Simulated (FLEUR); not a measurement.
The system is NiO.

```xyz
2
Lattice="0.0000 2.0859 2.0859 2.0859 0.0000 2.0859 2.0859 2.0859 0.0000" Properties=species:S:1:pos:R:3 pbc="T T T"
Ni    0.0000    0.0000    0.0000
O     2.0859    2.0859    2.0859
```

Base run:

```yaml
Program: FLEUR MaX-R8.1 (later development tree)
Functional: PBEsol
Potentials_or_basis: all-electron
Basis: FLAPW
Kmax: 4.78 1/bohr
k_mesh: 9 × 9 × 9
Occupations: fermi-dirac, width 0.05 eV
Spin: collinear spin, ferromagnetic start
Starting_moments: "[1.0, 0.0] μB"
Hubbard_terms: Ni d U = 2 eV
```

Its results: band gap on the k mesh 0.20 eV, indirect (least direct gap 1.04 eV); net moment 2.00 μB per cell; site moments Ni +1.67; O +0.29 μB.

Task: The run is repeated on the same cell with these changes: hubbard terms from Ni d U = 2 eV to Ni d U = 3 eV. What comes out?

Result: Band gap on the k mesh 0.73 eV, indirect (least direct gap 1.54 eV); net moment 2.00 μB per cell; site moments Ni +1.70; O +0.27 μB.

Caveats: an odd mesh through Γ misses points on the zone boundary, where band edges often lie; a cell with one magnetic atom can't hold antiferromagnetic order, which such compounds often take.
